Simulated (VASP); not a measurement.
# W (Fm-3m) in VASP: notebook, part 2 of 2

VASP 6.6.1. Earlier steps stand in the parts before.

## Step 3: Single point, LDA

This run uses another cell than the first one, of 16.32 Å³/atom, 1.040 times its volume.

File INCAR:

```
ALGO     = Normal         # electronic algorithm
EDIFF    = 1E-6           # SCF threshold, eV
ENCUT    = 520            # plane-wave cutoff, eV
ISIF     = 2              # what is computed and relaxed
ISMEAR   = -1             # smearing method
LASPH    = True           # aspherical terms in the spheres
LCHARG   = True           # write CHGCAR
LELF     = True           # ELF
LREAL    = False          # projectors in reciprocal space
LVHAR    = True         
LWAVE    = False          # write WAVECAR
NBANDS   = 13             # bands
NELM     = 80             # most SCF steps
PREC     = Accurate       # precision mode
SIGMA    = 0.1            # smearing width, eV
```

File KPOINTS:

```
k-points
0
Gamma
  15 15 15
```

File POSCAR:

```
W
1.0
    0.0000000000      2.0132547805      2.0132547805
    2.0132547805      0.0000000000      2.0132547805
    2.0132547805      2.0132547805      0.0000000000
W
1
Direct
    0.0000000000      0.0000000000      0.0000000000
```

Potentials or basis: VASP PAW LDA potentials, release 64 (W_sv).

Started as:

```console
$ cat potpaw_LDA.64/W_sv/POTCAR > POTCAR
$ mpirun -np 1 vasp_std > vasp.out
```

OUTCAR:

```text
EDIFF = 1E-6
   ENCUT = 520
   ISIF = 2
   ISMEAR = -1
   LASPH = True
   LREAL = False
   NELM = 80
   PREC = Accurate

 ion  position               nearest neighbor table
   1  0.000  0.000  0.000-

  LATTYP: Found a face centered cubic cell.
 ALAT       =     4.0265095610

  Lattice vectors:

 A1 = (   0.0000000000,   2.0132547805,   2.0132547805)
 A2 = (   2.0132547805,   0.0000000000,   2.0132547805)
 A3 = (   2.0132547805,   2.0132547805,   0.0000000000)

Analysis of symmetry for initial positions (statically):
=====================================================================
 Subroutine PRICEL returns:
 Original cell was already a primitive cell.

 Routine SETGRP: Setting up the symmetry group for a
 face centered cubic supercell.

 Subroutine GETGRP returns: Found 48 space group operations
 (whereof 48 operations were pure point group operations)
 out of a pool of 48 trial point group operations.

The static configuration has the point symmetry O_h .

Analysis of symmetry for dynamics (positions and initial velocities):
=====================================================================
 Subroutine PRICEL returns:
 Original cell was already a primitive cell.

 Routine SETGRP: Setting up the symmetry group for a
 face centered cubic supercell.

 Subroutine GETGRP returns: Found 48 space group operations
 (whereof 48 operations were pure point group operations)
 out of a pool of 48 trial point group operations.

The dynamic configuration has the point symmetry O_h .

 Subroutine INISYM returns: Found 48 space group operations
 (whereof 48 operations are pure point group operations),
 and found     1 'primitive' translations

----------------------------------------------------------------------------------------

                                     Primitive cell

  volume of cell :      16.3202

  direct lattice vectors                    reciprocal lattice vectors
     0.000000000  2.013254781  2.013254781    -0.248354061  0.248354061  0.248354061
     2.013254781  0.000000000  2.013254781     0.248354061 -0.248354061  0.248354061
     2.013254781  2.013254781  0.000000000     0.248354061  0.248354061 -0.248354061

  length of vectors
     2.847172215  2.847172215  2.847172215     0.430161851  0.430161851  0.430161851

  position of ions in fractional coordinates (direct lattice)
     0.000000000  0.000000000  0.000000000

  ion indices of the primitive-cell ions
   primitive index   ion index
                 1           1

----------------------------------------------------------------------------------------

 KPOINTS: k-points

Automatic generation of k-mesh.
 Grid dimensions read from file:
 generate k-points for:   15   15   15

 Generating k-lattice:

  Cartesian coordinates                     Fractional coordinates (reciprocal lattice)
    -0.016556937  0.016556937  0.016556937     0.066666667  0.000000000  0.000000000
     0.016556937 -0.016556937  0.016556937     0.000000000  0.066666667  0.000000000
     0.016556937  0.016556937 -0.016556937     0.000000000  0.000000000  0.066666667

  Length of vectors
     0.028677457  0.028677457  0.028677457

  Shift w.r.t. Gamma in fractional coordinates (k-lattice)
     0.000000000  0.000000000  0.000000000

 Subroutine IBZKPT returns following result:
 ===========================================

 Found    120 irreducible k-points:

 Following reciprocal coordinates:
            Coordinates               Weight
  0.000000  0.000000  0.000000      1.000000
  0.066667  0.000000  0.000000      8.000000
  0.133333  0.000000  0.000000      8.000000
  0.200000  0.000000  0.000000      8.000000
  0.266667  0.000000  0.000000      8.000000
  0.333333  0.000000  0.000000      8.000000
[... 16 lines left out ...]
  0.133333  0.133333  0.000000      6.000000
  0.200000  0.133333  0.000000     24.000000
 [... further k-points ...]
   k-points           NKPTS =    120   k-points in BZ     NKDIM =    120   number of bands    NBANDS=     13
   number of dos      NEDOS =    301   number of ions     NIONS =      1
   total plane-waves  NPLWV =  13824
   dimension x,y,z NGX =    24 NGY =   24 NGZ =   24
   dimension x,y,z NGXF=    48 NGYF=   48 NGZF=   48
   ions per type =               1
   NGX,Y,Z   is equivalent  to a cutoff of  14.01, 14.01, 14.01 a.u.
   NGXF,Y,Z  is equivalent  to a cutoff of  28.03, 28.03, 28.03 a.u.
 SYSTEM =  unknown system
   PREC   = accura    normal or accurate (medium, high low for compatibility)
   ISTART =      0    job   : 0-new  1-cont  2-samecut
   ICHARG =      2    charge: 1-file 2-atom 10-const
   ISPIN  =      1    spin polarized calculation?
   LNONCOLLINEAR =      F non collinear calculations
   LSORBIT =      F    spin-orbit coupling
   LASPH  =      T    aspherical Exc in radial PAW
   ENCUT  =  520.0 eV  38.22 Ry    6.18 a.u.   5.29  5.29  5.29*2*pi/ulx,y,z
   NELM   =     80;   NELMIN=  2; NELMDL= -5     # of ELM steps
   EDIFF  = 0.1E-05   stopping-criterion for ELM
   LREAL  =      F    real-space projection
   EDIFFG = 0.1E-04   stopping-criterion for IOM
   NSW    =      0    number of steps for IOM
   IBRION =     -1    ionic relax: 0-MD 1-quasi-New 2-CG
   NFREE  =      0    steps in history (QN), initial steepest desc. (CG)
   ISIF   =      2    stress and relaxation
   ISYM   =      2    0-nonsym 1-usesym 2-fastsym
   POTIM  = 0.5000    time-step for ionic-motion
   TEBEG  =    0.0;   TEEND  =   0.0 temperature during run
   PSTRESS=    0.0 pullay stress
   NELECT =      14.0000    total number of electrons
   NUPDOWN=      -1.0000    fix difference up-down
   EMIN   =  10.00;   EMAX   =-10.00  energy-range for DOS
   EFERMI =   0.00;   METHOD = LEGACY
   ISMEAR =    -1;   SIGMA  =   0.10  broadening in eV -4-tet -1-fermi 0-gaus
   EFERMI_NEDOS =   21; number of points for ismear=-14 and -15
   IALGO  =     38    algorithm
   IMIX   =      4    mixing-type and parameters
     AMIX     =   0.40;   BMIX     =  1.00
     AMIX_MAG =   1.60;   BMIX_MAG =  1.00
  volume/ion in A,a.u.               =      16.32       110.13
  Fermi-wavevector in a.u.,A,eV,Ry     =   1.555519  2.939505 32.921210  2.419641
  Thomas-Fermi vector in A             =   2.659449
   LORBIT       =      0    0 simple, 1 ext, 2 COOP (PROOUT), +10 PAW based schemes
   GGA     = CA    functional components
   LHFCALC =     F    Hartree Fock is set to
   AEXX    =    0.0000 exact exchange contribution
   IVDW    =     0    specifies the selected vdW correction
   LEPSILON=     F    determine dielectric tensor
   LRPA    =     F    only Hartree local field effects (RPA)
 non-spin polarized calculation
  energy-cutoff  :      520.00
  volume of cell :       16.32
 maximum number of plane-waves:       459
 NGX is ok and might be reduce to    24
   NGX = 11   NGY = 11   NGZ = 11

 number of electron      14.0000001 magnetization

 Free energy of the ion-electron system (eV)
  ---------------------------------------------------
  ext. energy  EPLUGINS =         0.00000000
  ---------------------------------------------------
  free energy    TOTEN  =       -13.61693565 eV

  energy without entropy =      -13.57928058  energy(sigma->0) =      -13.59810811

 E-fermi :  10.4409     XC(G=0): -13.6555

 val. band max:       10.4325899149   @ k =   0.2000   0.0667   0.0000
 cond. band min:      10.4491167744   @ k =   0.2667   0.0667   0.0000
 fundamental gap:      0.0165268594
 Fermi energy:        10.4409232169

 k-point     1 :       0.0000    0.0000    0.0000
  band No.  band energies     occupation
      1     -62.7794      2.00000
      2     -26.6496      2.00000
      3     -26.6496      2.00000
      4     -26.6496      2.00000
      5       1.4999      2.00000
      6       9.8406      1.99507
      7       9.8406      1.99507
      8       9.8406      1.99507
      9      12.9552      0.00000
     10      12.9552      0.00000
     11      23.3117      0.00000
     12      28.4909      0.00000
     13      28.4909      0.00000
[... 353 lines left out ...]
 k-point    24 :       0.2000    0.1333    0.0000
  band No.  band energies     occupation
      1     -62.7397      2.00000
      2     -26.9970      2.00000
      3     -26.7594      2.00000
      4     -26.7495      2.00000
      5       3.1376      2.00000
      6       8.5324      2.00000
      7      10.6262      0.27121
      8      10.7780      0.06642
      9      11.5573      0.00003
     10      13.4768      0.00000
     11      26.2853      0.00000
     12      26.7859      0.00000
     13      29.6554      0.00000

 [... further k-points ...]
[... 5 lines left out ...]
  --------------------------------------------------------------------------------------
  -------------------------------------------------------------------------------------
  Total       -1.0289023     -1.0289023     -1.0289023     -0.0000000     -0.0000000      0.0000000
  in kB     -101.0086400   -101.0086400   -101.0086400     -0.0000000     -0.0000000      0.0000000
  external PRESSURE =    -101.0086400 kB  Pullay stress =       0.0000000 kB

 VOLUME and BASIS-vectors are now :
 -----------------------------------------------------------------------------
  energy-cutoff  :      520.00
  volume of cell :       16.32
      direct lattice vectors                 reciprocal lattice vectors
     0.000000000  2.013254781  2.013254781    -0.248354061  0.248354061  0.248354061
     2.013254781  0.000000000  2.013254781     0.248354061 -0.248354061  0.248354061
     2.013254781  2.013254781  0.000000000     0.248354061  0.248354061 -0.248354061

 POSITION                                       TOTAL-FORCE (eV/Angst)
 -----------------------------------------------------------------------------------
      0.00000      0.00000      0.00000        -0.000000      0.000000      0.000000
 -----------------------------------------------------------------------------------
    total drift:                               -0.000000      0.000000     -0.000000

  FREE ENERGIE OF THE ION-ELECTRON SYSTEM (eV)
  ---------------------------------------------------
  free  energy   TOTEN  =       -13.6169356457 eV

  energy  without entropy=      -13.5792805810  energy(sigma->0) =      -13.59810811
```

It took 11 s on 1 thread of Intel Xeon Platinum 8488C (Sapphire Rapids), shared host; peak memory 0.14 GiB.

What came out:

| Quantity | Value |
| --- | --- |
| Free energy | -13.6169 eV |
| Pressure | -10.1 GPa |
| Band gap on the k mesh | none (metal or under the smearing width) |

Spin-orbit coupling is left out, which matters for the levels of W.
